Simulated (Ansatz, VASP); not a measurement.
# Rh in VASP and in Ansatz

```
CELL_PARAMETERS angstrom
0.00000 1.90155 1.85401
1.90155 0.00000 1.85401
1.90155 1.90155 0.00000
ATOMIC_POSITIONS crystal
Rh 0.00000 0.00000 0.00000
```

Change from the starting cell: strain +0.000 along x and y, -0.025 along z, atoms carried along.

Alike in both runs: task single point; functional PBE; k mesh 22 × 22 × 22; no spin polarisation.

```csv
,VASP,Ansatz
version,VASP 6.6.1,Ansatz 0.2.0
potentials or method,"VASP PAW PBE potentials, release 64 (Rh_pv)","scalar-relativistic, plane waves, PAW"
plane-wave cutoff (eV),520,420
occupations,"methfessel-paxton of order 1, width 0.02 eV","cold, width 0.02 eV"
valence electrons in the cell,15,17
```

|  | VASP | Ansatz | Ansatz less VASP |
| --- | --- | --- | --- |
| gap on the k mesh at the Fermi level (eV) | none | none | - |
| pressure (GPa) | 13.5 | 13.5 | +0.02 |
| largest component of the traceless stress (GPa) | 4.22 | 4.22 | +0.003 |

A gap of «none» marks a metal or a gap that the smearing closes. The two sets of potentials don't hold the same shells in valence.
